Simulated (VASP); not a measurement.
Input of a VASP 6.6.1 run:

INCAR

```
SYSTEM = H4CO
PREC = Accurate
ENCUT = 520
EDIFF = 1E-7
ISMEAR = -1
SIGMA = 0.02
LREAL = Auto
LASPH = .TRUE.
NELM = 100
ALGO = Normal
ISIF = 2
LWAVE = .FALSE.
LCHARG = .FALSE.
GGA = PE
IVDW = 12
NBANDS = 66
```

The input KPOINTS:

```
regular mesh
0
G
  1 1 1
  0 0 0
```

POSCAR

```
H4CO
1.0
    7.3803230000      0.0000000000      0.0000000000
    0.0000000000      7.3803230000      0.0000000000
    0.0000000000      0.0000000000      7.3803230000
C O H
6 6 24
Direct
    0.4699116827      0.4909541222      0.9441727686
    0.9551885466      0.1452781945      0.0840342625
    0.8774954700      0.4384360955      0.6478307250
    0.6328449310      0.9607574086      0.5970063912
   -0.0849827304      0.6596730252      0.2035683262
    0.4221224464      0.4032208346      0.4023807630
    0.2999326723      0.4021368712      0.9654049017
    0.7682590586      0.0961882021      0.0850233791
    1.0002272258      0.5811398769      0.7074893606
    0.7478398981      0.9102176151      0.7494929422
    0.0913916640      0.6014099925      0.2553953262
    0.3622876668      0.5469679308      0.5214405928
    0.4783259486      0.6004073263      1.0384775842
    0.3214222467      0.2863695803      1.0259307079
    0.5798526704      0.3839940339      0.9665837119
    0.4822959646      0.5208444129      0.7940031893
    0.9772065532      0.2850688242      0.1403055124
    0.7390462450      0.0787499409     -0.0437785718
    1.0447103738      0.0386161961      0.1457930771
    0.9908373929      0.1588412865     -0.0536426387
    0.8520223302      0.3631412880      0.7703185890
    1.1099649704      0.5154923436      0.7364176338
    0.7587066311      0.4821198205      0.5710454678
    0.9534813043      0.3567594535      0.5506263073
    0.5574010785      1.0823781019      0.6289020142
    0.8442855414      0.8243541644      0.7173263284
    0.7174482743      0.9895095377      0.4748843648
    0.5309659211      0.8446920277      0.5565745564
   -0.1083963398      0.8065094170      0.2091100891
    0.1437335466      0.5281476163      0.1591529260
   -0.1025293879      0.6291865546      0.0600380227
   -0.1864552541      0.5800830126      0.2978595923
    0.2932120993      0.3378713913      0.3484806830
    0.2503006982      0.5870339279      0.4613483719
    0.4904527891      0.4635027491      0.2874128951
    0.5029183682      0.3072629748      0.4748301666
```

Potentials or basis: VASP PAW PBE potentials, release 64 (C, O, H).

Run with:

```console
$ cat potpaw_PBE.64/C/POTCAR potpaw_PBE.64/O/POTCAR potpaw_PBE.64/H/POTCAR > POTCAR
$ mpirun -np 1 vasp_gam > vasp.out
```

(1) What does it give for the pressure?

(2) Predict the dispersion energy per atom.

(3) What does it give for the largest force?

Answers

(1) -0.6 GPa.

(2) -0.035 eV.

(3) 3.216 eV/Å.
